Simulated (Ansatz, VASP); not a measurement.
This is a calculation of Sn for VASP 6.6.1.

The input INCAR:

```
PREC = Accurate
ENCUT = 520
EDIFF = 1E-6
ISMEAR = -1
SIGMA = 0.05
LREAL = False
LASPH = True
NELM = 60
ALGO = Normal
ISIF = 2
LWAVE = False
LCHARG = False
GGA = PE
NBANDS = 13
```

KPOINTS

```
Automatic mesh
0
Gamma
  10 10 10
```

The input POSCAR:

```
Sn
1.0
   -1.8819356520      1.8819356520      1.8819356520
    1.8819356520     -1.8819356520      1.8819356520
    1.8819356520      1.8819356520     -1.8819356520
Sn
1
Direct
    0.0000000000      0.0000000000      0.0000000000
```

Potentials or basis: VASP PAW PBE potentials, release 64 (Sn_d).

Run with:

```console
$ cat potpaw_PBE.64/Sn_d/POTCAR > POTCAR
$ mpirun -np 1 vasp_std > vasp.out
```

Problem. Translate it to Ansatz 0.2.0. Potentials there: Ansatz PAW soft_1.

Solution. As run (the cutoff follows the program's own potentials):

The input input.yaml:

```yaml
crystal:
  lattice:
    - [-1.881935652, 1.881935652, 1.881935652]
    - [1.881935652, -1.881935652, 1.881935652]
    - [1.881935652, 1.881935652, -1.881935652]
  atoms:
    - { symbol: Sn, position: [0.0, 0.0, 0.0] }
hamiltonian:
  xc: pbe
  pseudopotentials: { kind: paw, azcp: { folder: soft_1 } }
kpoints:
  mp_grid: { grid: [10, 10, 10] }
scf:
  occupations: { method: fermi_dirac, width: 0.05 }
output:
  forces: true
  stress: true
  eigenvalues: true
```

Potentials or basis: Ansatz PAW soft_1.

Command:

```bash
$ ansatz run input.yaml --threads 1 --pin off --max-ram 3584MiB --backend cpu --events-out ev --progress --plain --runs-dir out
```

Both were run:

|  | VASP | Ansatz | Ansatz less VASP |
| --- | --- | --- | --- |
| gap on the k mesh at the Fermi level (eV) | none | none | - |
| pressure (GPa) | 1.6 | 1.6 | 0.00 |

A gap of «none» marks a metal or a gap that the smearing closes. With one functional, cell and mesh, what is left measures potentials, basis and numerics.
